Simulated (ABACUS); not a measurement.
# GaAs (F-43m) in ABACUS: further runs, part 2 of 2

ABACUS 3.10.1. The steps go on from the part before.

## Step 3: Single point, HLE16

Input file run_abacus.py:

```python
"""ABACUS run from a structure file: ASE reads it, the script writes STRU, KPT and INPUT."""
import re
import subprocess
from ase.io import read
from ase.units import Bohr

atoms = read("GaAs.cif")
atoms = atoms[(-atoms.numbers).argsort(kind="stable")]  # ABACUS lists atoms element by element
pseudo = {'As': 'As.upf', 'Ga': 'Ga.upf'}
orbital = {}
magmoms = None
kmesh = [6, 6, 6]
params = {
    'suffix': 'GaAs',
    'calculation': 'scf',
    'basis_type': 'pw',
    'pseudo_dir': './',
    'symmetry': 1,
    'dft_functional': 'GGA_XC_HLE16',
    'ecutwfc': 84,
    'pseudo_rcut': 10,
    'nspin': 1,
    'nbands': 24,
    'ks_solver': 'dav',
    'smearing_method': 'fd',
    'smearing_sigma': 0.00367493,
    'scf_thr': 1e-08,
    'scf_nmax': 100,
    'mixing_type': 'broyden',
    'mixing_beta': 0.7,
    'cal_force': 1,
    'cal_stress': 1,
    'out_chg': 1,
    'kpar': 4,
}

symbols = atoms.get_chemical_symbols()
elements = list(dict.fromkeys(symbols))
lines = ["ATOMIC_SPECIES"] + [f"{e} {atoms.get_masses()[symbols.index(e)]:.4f} {pseudo[e]}" for e in elements]
if orbital:
    lines += ["", "NUMERICAL_ORBITAL"] + [orbital[e] for e in elements]
lines += ["", "LATTICE_CONSTANT", f"{1 / Bohr:.10f}", "", "LATTICE_VECTORS"]
lines += [" ".join(f"{x:.10f}" for x in v) for v in atoms.cell]
lines += ["", "ATOMIC_POSITIONS", "Direct"]
for e in elements:
    lines += ["", e, "0.0", str(symbols.count(e))]
    for i, p in enumerate(atoms.get_scaled_positions(wrap=False)):
        if symbols[i] == e:
            mag = "" if magmoms is None else " mag " + " ".join(str(x) for x in (magmoms[i] if isinstance(magmoms[i], list) else [magmoms[i]]))
            lines.append(" ".join(f"{x:.10f}" for x in p) + " 1 1 1" + mag)
open("STRU", "w").write("\n".join(lines) + "\n")
open("KPT", "w").write("K_POINTS\n0\nGamma\n%d %d %d 0 0 0\n" % tuple(kmesh))
open("INPUT", "w").write("INPUT_PARAMETERS\n" + "".join(f"{k:<20s}{v}\n" for k, v in params.items()))

done = subprocess.run(['mpirun', '-np', '4', 'abacus'])
if done.returncode:
    raise SystemExit(done.returncode)
log = open("OUT.GaAs/running_scf.log").read()
print("final energy (eV):", re.findall(r"FINAL_ETOT_IS (\S+)", log))
```

Input file GaAs.cif:

```cif
data_GaAs
_cell_length_a 3.99776961
_cell_length_b 3.99776961
_cell_length_c 3.99776961
_cell_angle_alpha 60.00000000
_cell_angle_beta 60.00000000
_cell_angle_gamma 60.00000000
_space_group_name_H-M_alt 'P1'
_space_group_name_Hall 'P 1'
_space_group_IT_number 1
loop_
_space_group_symop_operation_xyz
'x,y,z'
loop_
_atom_site_label
_atom_site_type_symbol
_atom_site_symmetry_multiplicity
_atom_site_Wyckoff_symbol
_atom_site_fract_x
_atom_site_fract_y
_atom_site_fract_z
_atom_site_occupancy
As1 As 1 a 0.7500000000 0.7500000000 0.7500000000 1
Ga1 Ga 1 a 0.0000000000 0.0000000000 0.0000000000 1
```

Potentials or basis: PseudoDojo NC SR 0.4.1 PBE standard, plane waves.

Run with:

```console
$ OMP_NUM_THREADS=1 python run_abacus.py > log
```

running log:

```text
ABACUS v3.10.1

               Atomic-orbital Based Ab-initio Computation at UStc

 ------------------------------------------------------------------------------------

 READING GENERAL INFORMATION
                           global_out_dir = OUT.GaAs/
                           global_in_card = INPUT
                               pseudo_dir = ./
                              orbital_dir =
                                    DSIZE = 4
                                    GSIZE = 1

 READING UNITCELL INFORMATION
                                    ntype = 2
                  lattice constant (Bohr) = 1.88973
              lattice constant (Angstrom) = 1

 READING ATOM TYPE 1
                               atom label = As
                      L=0, number of zeta = 1
                      L=1, number of zeta = 1
                      L=2, number of zeta = 1
             number of atom for this type = 1

 READING ATOM TYPE 2
                               atom label = Ga
                      L=0, number of zeta = 1
                      L=1, number of zeta = 1
                      L=2, number of zeta = 1
             number of atom for this type = 1

                        TOTAL ATOM NUMBER = 2
DIRECT COORDINATES
    atom                   x                   y                   z     mag                  vx                  vy                  vz
taud_As1            0.7500000000        0.7500000000        0.7500000000  0.0000        0.0000000000        0.0000000000        0.0000000000
taud_Ga1            0.0000000000        0.0000000000        0.0000000000  0.0000        0.0000000000        0.0000000000        0.0000000000

                          Volume (Bohr^3) = 304.884
                             Volume (A^3) = 45.1791

 Lattice vectors: (Cartesian coordinate: in unit of a_0)
             +3.99777                  +0                  +0
             +1.99888            +3.46217                  +0
             +1.99888            +1.15406            +3.26417
 Reciprocal vectors: (Cartesian coordinate: in unit of 2 pi/a_0)
            +0.250139           -0.144418           -0.102119
                   -0           +0.288836           -0.102119
                   +0                  -0           +0.306357
 The esolver type has been set to : ksdft_pw

                PAO radial cut off (Bohr) = 10
[... 221 lines left out ...]
 SELF-CONSISTENT
 -------------------------------------------
                                 init_chg = atomic

 PW ALGORITHM --------------- ION=   1  ELEC=   1--------------------------------

 Notice: Threshold on eigenvalues was too large.
 hsover_error=0.28 > DRHO=0.239242
 Origin diag ethr = 0.01
 New diag ethr = 0.000854435

 Density error is 0.248519674981
                          Error Threshold = 0.000854435364817
----------------------------------------------------------
     Energy           Rydberg                 eV
----------------------------------------------------------
 E_KohnSham     -388.2289708722      -5282.1261325383
 E_Harris       -381.7565769972      -5194.0646961374
 E_Fermi        0.4371683449         5.9479804761
----------------------------------------------------------
[... 75 lines left out ...]
 Density error is 7.30415793577e-09
                          Error Threshold = 3.26539298933e-10
----------------------------------------------------------
     Energy           Rydberg                 eV
----------------------------------------------------------
 E_KohnSham     -388.2721363680      -5282.7134292374
 E_KS(sigma->0) -388.2721363537      -5282.7134290438
 E_Harris       -388.2713273572      -5282.7024220818
 E_band         -32.0772097988       -436.4328292050
 E_one_elec     -196.1354610406      -2668.5598500093
 E_Hartree      120.3201287548       1637.0393351596
 E_xc           -114.1039704581      -1552.4641626532
 E_Ewald        -198.3528335957      -2698.7287513474
 E_entropy(-TS) -0.0000000285        -0.0000003872
 E_descf        0.0000000000         0.0000000000
 E_exx          0.0000000000         0.0000000000
 E_Fermi        0.5313489036         7.2293727150
----------------------------------------------------------

 charge density convergence is achieved
 final etot is -5282.7134292 eV
 EFERMI = 7.229372715 eV

 STATE ENERGY(eV) AND OCCUPATIONS    NSPIN == 1
 1/4 kpoint (Cartesian) = 0.0000 0.0000 0.0000 (3839 pws)
       1       -33.2662     0.00925926
       2       -33.2662     0.00925926
       3       -33.2662     0.00925926
       4       -33.2622     0.00925926
       5       -33.2622     0.00925926
       6       -11.7016     0.00925926
[... 94 lines left out ...]
      23        20.1483        0.00000
      24        20.1483        0.00000

------------------------------------------------------------------------------------------
 TOTAL-FORCE (eV/Angstrom)
------------------------------------------------------------------------------------------
                       As1         0.0000000000         0.0000000000         0.0000000000
                       Ga1         0.0000000000         0.0000000000         0.0000000000
------------------------------------------------------------------------------------------

----------------------------------------------------------------
 TOTAL-STRESS (KBAR)
----------------------------------------------------------------
       -50.4927700777         0.0000000000         0.0000000000
        -0.0000000000       -50.4927700788        -0.0000000005
         0.0000000000        -0.0000000005       -50.4927700778
----------------------------------------------------------------
 TOTAL-PRESSURE: -50.492770 KBAR

 --------------------------------------------
 !FINAL_ETOT_IS -5282.7134292374157667 eV
 --------------------------------------------
```

INPUT:

```text
INPUT_PARAMETERS
suffix              GaAs
calculation         scf
basis_type          pw
pseudo_dir          ./
symmetry            1
dft_functional      GGA_XC_HLE16
ecutwfc             84
pseudo_rcut         10
nspin               1
nbands              24
ks_solver           dav
smearing_method     fd
smearing_sigma      0.00367493
scf_thr             1e-08
scf_nmax            100
mixing_type         broyden
mixing_beta         0.7
cal_force           1
cal_stress          1
out_chg             1
kpar                4
```

Wall time 8.1 s (4 MPI ranks of Intel Xeon Platinum 8488C (Sapphire Rapids), shared host); peak memory 0.4 GiB.

What came out:

| Property | Result |
| --- | --- |
| Free energy | -5282.7134 eV |
| Pressure | -5.0 GPa |
| Band gap on the k mesh | 1.08 eV, direct |

Caveat: the potentials were made for a functional far from this one; the potentials were made for another functional, which shifts forces and pressure.

## Step 4: Relaxation of cell and atoms, HLE16

Input file run_abacus.py:

```python
"""Relaxation by an ASE optimiser with ABACUS as a small file-based calculator."""
import re
import subprocess
import numpy as np
from ase.calculators.calculator import Calculator, all_changes
from ase.filters import FrechetCellFilter
from ase.io import read
from ase.optimize import BFGS
from ase.stress import full_3x3_to_voigt_6_stress
from ase.units import Bohr, GPa

atoms = read("GaAs.xyz")
atoms = atoms[(-atoms.numbers).argsort(kind="stable")]  # ABACUS lists atoms element by element
pseudo = {'As': 'As.upf', 'Ga': 'Ga.upf'}
orbital = {}
magmoms = None
kmesh = [6, 6, 6]
params = {
    'suffix': 'GaAs',
    'calculation': 'scf',
    'basis_type': 'pw',
    'pseudo_dir': './',
    'symmetry': 1,
    'dft_functional': 'GGA_XC_HLE16',
    'ecutwfc': 84,
    'pseudo_rcut': 10,
    'nspin': 1,
    'nbands': 18,
    'ks_solver': 'dav',
    'smearing_method': 'fd',
    'smearing_sigma': 0.00367493,
    'scf_thr': 1e-08,
    'scf_nmax': 100,
    'mixing_type': 'broyden',
    'mixing_beta': 0.7,
    'cal_force': 1,
    'cal_stress': 1,
    'kpar': 4,
}

def write_input(atoms):
    symbols = atoms.get_chemical_symbols()
    elements = list(dict.fromkeys(symbols))
    lines = ["ATOMIC_SPECIES"] + [f"{e} {atoms.get_masses()[symbols.index(e)]:.4f} {pseudo[e]}" for e in elements]
    if orbital:
        lines += ["", "NUMERICAL_ORBITAL"] + [orbital[e] for e in elements]
    lines += ["", "LATTICE_CONSTANT", f"{1 / Bohr:.10f}", "", "LATTICE_VECTORS"]
    lines += [" ".join(f"{x:.10f}" for x in v) for v in atoms.cell]
    lines += ["", "ATOMIC_POSITIONS", "Direct"]
    for e in elements:
        lines += ["", e, "0.0", str(symbols.count(e))]
        for i, p in enumerate(atoms.get_scaled_positions(wrap=False)):
            if symbols[i] == e:
                mag = "" if magmoms is None else " mag " + " ".join(str(x) for x in (magmoms[i] if isinstance(magmoms[i], list) else [magmoms[i]]))
                lines.append(" ".join(f"{x:.10f}" for x in p) + " 1 1 1" + mag)
    open("STRU", "w").write("\n".join(lines) + "\n")
    open("KPT", "w").write("K_POINTS\n0\nGamma\n%d %d %d 0 0 0\n" % tuple(kmesh))
    open("INPUT", "w").write("INPUT_PARAMETERS\n" + "".join(f"{k:<20s}{v}\n" for k, v in params.items()))

class Abacus(Calculator):
    implemented_properties = ["energy", "free_energy", "forces", "stress"]

    def calculate(self, atoms=None, properties=("energy",), system_changes=all_changes):
        super().calculate(atoms, properties, system_changes)
        write_input(self.atoms)
        subprocess.run(['mpirun', '-np', '4', 'abacus'], check=True)
        log = open("OUT.GaAs/running_scf.log").read()
        if "charge density convergence is achieved" not in log:
            raise RuntimeError("SCF not converged")
        rows = lambda title, n: np.array([l.split()[-3:] for l in log.split(title)[-1].split("\n")[2:2 + n]], float)
        energy = float(re.findall(r"FINAL_ETOT_IS (\S+)", log)[-1])
        stress = -rows("TOTAL-STRESS", 3) / 10 * GPa  # ABACUS prints kbar, compression positive
        self.results = dict(energy=energy, free_energy=energy, forces=rows("TOTAL-FORCE", len(self.atoms)), stress=full_3x3_to_voigt_6_stress(stress))

atoms.calc = Abacus()
opt = BFGS(FrechetCellFilter(atoms), logfile="opt.log", trajectory="relax.traj")
print("optimiser converged:", opt.run(fmax=0.03, steps=60))
```

Input file GaAs.xyz:

```xyz
2
Lattice="0.0000000000 2.8268500000 2.8268500000 2.8268500000 0.0000000000 2.8268500000 2.8268500000 2.8268500000 0.0000000000" Properties=species:S:1:pos:R:3 pbc="T T T"
As     4.2402750000      4.2402750000      4.2402750000
Ga     0.0000000000      0.0000000000      0.0000000000
```

Run with:

```console
$ OMP_NUM_THREADS=1 python run_abacus.py > log
```

Run time: 24 s. Hardware: 4 MPI ranks of Intel Xeon Platinum 8488C (Sapphire Rapids), shared host; peak memory 0.4 GiB.

Results (log left out):

- Free energy: -5282.7664 eV
- Relaxed volume: 21.02 Å³/atom
- Relaxed cell: a = 3.903 Å, b = 3.903 Å, c = 3.903 Å, α = 60.00°, β = 60.00°, γ = 60.00°
- Space group after relaxing (to 0.05 Å): F-43m (No. 216)
- Energy gained by relaxing: 26.5 meV/atom
- Ionic steps: 4
- Pressure after relaxing: -0.1 GPa
- Band gap on the k mesh: 1.66 eV, direct

Step by step:
| step | energy change (eV) | largest force (eV/Å) | pressure (GPa) | volume (Å³) |
| --- | --- | --- | --- | --- |
| 1 | 0.0000 | 0.0000 | -5.06 | 45.18 |
| 2 | -0.0196 | 0.0000 | -4.14 | 44.49 |
| 3 | -0.0526 | 0.0000 | 0.48 | 41.78 |
| 4 | -0.0530 | 0.0000 | -0.06 | 42.04 |

Final structure:
```
As Ga
1.0
     0.00000    2.75970    2.75970
     2.75970    0.00000    2.75970
     2.75970    2.75970    0.00000
As Ga
1 1
Cartesian
  4.1396 4.1396 4.1396
  0.0000 0.0000 0.0000
```

Levels at points of the mesh, in eV from the valence-band top:
```csv
k point,band 11,band 12,band 13,band 14,band 15,band 16
"(0.00, 0.00, 0.00)",-12.97,0.00,0.00,0.00,1.66,4.23
"(0.50, 0.50, 0.50)",-11.25,-6.52,-1.12,-1.12,1.87,5.17
"(0.50, 0.50, 0.00)",-10.49,-6.72,-2.64,-2.64,2.31,2.39
```

Caveat: the potentials were made for a functional far from this one; the potentials were made for another functional, which shifts forces and pressure. A k mesh can miss the band edges.

## Step 5: The runs side by side

| task | level | potentials or basis | cell | k mesh | cutoff (eV) | optimiser | force threshold | max steps | cell moves | gap on the mesh (eV) | pressure (GPa) |
| --- | --- | --- | --- | --- | --- | --- | --- | --- | --- | --- | --- |
| single point | M06-L | SG15 ONCV 1.2 PBE, plane waves | as given | 5 × 5 × 5 | 1320 | - | - | - | - | 0.53 | 1.1 |
| single point | HLE16 | PseudoDojo NC SR 0.4.1 PBE standard, plane waves | as given | 6 × 6 × 6 | 1143 | - | - | - | - | 1.08 | -5.0 |
| relaxation of cell and atoms | HLE16 | PseudoDojo NC SR 0.4.1 PBE standard, plane waves | relaxed | 6 × 6 × 6 | 1143 | ASE BFGS | 0.03 eV/Å | 60 | yes | 1.66 | -0.1 |

Alike in all rows: no spin polarisation; smearing fermi-dirac 0.05 eV.

Caveats: the potentials were made for another functional, which shifts forces and pressure; the potentials were made for a functional far from this one (some runs).

Absolute energies hang on the potentials; compare differences alone.

## Step 6: How close it comes

Step 2. Against the measured gap of GaAs, 1.412 eV (direct; 300 K; “Evidence of valence band perturbations in GaAsN/GaAs(001): A combined variable-angle spectroscopic ellipsometry and modulated photoreflectance investigation”, 2008, arxiv:0805.2212), the calculated 0.53 eV is off by -0.89 eV. 3 values of this kind are on record (1.412 to 1.51 eV); this one was drawn at random among those near their median, those with a stated uncertainty first. Spin-orbit coupling on As, Ga is left out. The value is that of M06-L, without temperature or zero-point motion.
